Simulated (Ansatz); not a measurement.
**ZrS2 under changes of volume**

One of the cells (23.763 Å³/atom); the others are scaled copies at fixed shape and fractional positions:

```xyz
3
Lattice="3.6914 0.0000 0.0000 -1.8457 3.1968 0.0000 0.0000 0.0000 6.0411" Properties=species:S:1:pos:R:3 pbc="T T T"
Zr    0.0000    0.0000    0.0000
S     0.0000    2.1312    1.4372
S     1.8457    1.0656    4.6038
```

The cell is a database's computed one.

* Program: Ansatz 0.2.0
* Functional: PBE
* Potentials or basis: Ansatz PAW
* Cutoff: 420 eV (not typed: the program's choice for these potentials)
* k mesh: 8 × 8 × 5
* Occupations: fermi-dirac, width 0.05 eV
* Spin: no spin polarisation

```tsv
volume (Å³/atom)	energy over the lowest point (meV/atom)	pressure (GPa)	gap on the mesh (eV)	largest force (eV/Å)
22.337	30.83	6.8	1.01	0.811
22.813	14.25	4.5	1.03	0.536
23.288	4.19	2.4	1.04	0.281
23.763	0.00	0.5	1.05	0.044
24.238	?	?	?	?
24.714	7.08	-2.8	1.07	0.380
25.189	17.37	-4.2	1.08	0.571
```

Problem. What does the run at 24.238 Å³/atom give?

Solution. Energy over the lowest point 1.14 meV/atom; pressure -1.2 GPa; gap on the mesh 1.06 eV; largest force 0.176 eV/Å.

Worked out: A Birch-Murnaghan fit of order 3 (a polynomial in V^(-2/3)) to the other rows has its minimum at 23.89 Å³/atom with B0 = V·E''(V) = 88 GPa and B' = 4.0 at fixed shape and positions, which overstates the stiffness. It gives 1.13 meV/atom at 24.238 Å³/atom, against the run's 1.14, and -dE/dV = -1.2 GPa, against -1.2. A straight line through the other rows of the gap, of slope 0.554 eV per unit of ln V, gives 1.06 eV, against the run's 1.06.

Energies are extrapolated to zero smearing.

Caveats: odd divisions of the mesh miss points on the zone boundary, where band edges often lie, so the gap on the mesh can be too wide; this functional lacks dispersion, which binds the layers, so the pressure and a relaxed spacing across them are unreliable.

A mesh can miss the band edges. Spin-orbit coupling on Zr is left out.
